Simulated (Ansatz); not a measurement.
**MgSi: equation of state with r2SCAN**

The system is MgSi.

```
Si Mg
1.0
     2.90839    0.00000    0.00000
     0.00000    2.90839    0.00000
     0.00000    0.00000    4.10343
Si Mg
1 1
Direct
  0.50000 0.50000 0.50000
  0.00000 0.00000 0.00000
```

The cell comes from a database or a generator and needn't be the stable form of this composition.

- Program: Ansatz 0.2.0
- Task: equation of state
- Functional: r2SCAN
- Potentials or basis: Ansatz PAW
- Cutoff: 500 eV
- Density cutoff: 2000 eV
- k mesh: 9 × 9 × 7
- Occupations: fermi-dirac, width 0.05 eV
- Spin: no spin polarisation

```yaml
Equilibrium_volume: 17.03 Å³/atom
Bulk_modulus_at_fixed_shape_and_positions: 66 GPa
Pressure_derivative_of_the_bulk_modulus: 3.9
```

Energy against volume, from the lowest point:
```tsv
volume (Å³/atom)	energy (meV/atom)
16.314	6.70
16.661	1.73
17.008	0.00
17.355	1.23
17.702	5.14
18.049	11.48
18.396	19.99
```

All runs of the series together: 14 s on 2 threads of Arm Neoverse V2 (shared host).

Caveat: the cell was scaled at fixed shape and fractional positions, which overstates the stiffness of a crystal with free parameters, most of all of layers and chains; the PAW data sets were made with another functional, which shifts forces and pressure a little.
